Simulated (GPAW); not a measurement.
The system is CaO.

```
Ca O
1.0
     0.00000    2.40356    2.40356
     2.40356    0.00000    2.40356
     2.40356    2.40356    0.00000
Ca O
1 1
Direct
  0.00000 0.00000 0.00000
  0.50000 0.50000 0.50000
```

The cell is a database's computed one.

Program: GPAW 26.7.0. Alike in all runs: task band structure; no spin polarisation; cell as given; cutoff (eV) 800; smearing fermi-dirac 0.05 eV.

Task: Order these runs on this cell by their band gap on the k mesh, lowest first.
A. level OLYP; potentials or basis PAW data sets generated in the run's folder for this functional, pw; k mesh 8 × 8 × 8; eigensolver davidson; band points 60
B. level PBEsol; potentials or basis PAW data sets generated in the run's folder for this functional, pw; k mesh 10 × 10 × 10; band points 100
C. level BLYP; potentials or basis PAW data sets generated in the run's folder for this functional, pw; k mesh 10 × 10 × 10; eigensolver davidson; band points 80
D. level r2SCAN; potentials or basis GPAW PAW data sets (gpaw-data 1.2.1), pw; k mesh 10 × 10 × 10; band points 80

Result: B (3.59 eV), C (3.78 eV), A (3.98 eV), D (4.24 eV).

A k mesh can miss the band edges.

Not every run made on this cell is shown here.
